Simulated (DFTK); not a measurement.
Zn in DFTK: the effect of functional

Crystal: Zn.

```
Zn
1.0
     2.67000    0.00000    0.00000
    -1.33500    2.31229    0.00000
     0.00000    0.00000    4.96600
Zn
2
Direct
  0.66667 0.33333 0.75000
  0.33333 0.66667 0.25000
```

Alike in all runs:

| Quantity | Value |
| --- | --- |
| Program | DFTK 0.8.2 |
| Task | single point |
| Potentials or basis | SG15 1.2 (PBE) |
| Cutoff | 1225 eV |
| k mesh | 11 × 11 × 6 |
| Occupations | fermi-dirac, width 0.05 eV |
| Spin | no spin polarisation |

```csv
functional,pressure (GPa)
LDA,?
PBEsol,-6.1
r2SCAN,-3.8
```

What does the run with functional LDA give?

Pressure -11.6 GPa.

Caveats: the potentials were made for another functional, which shifts forces and pressure.
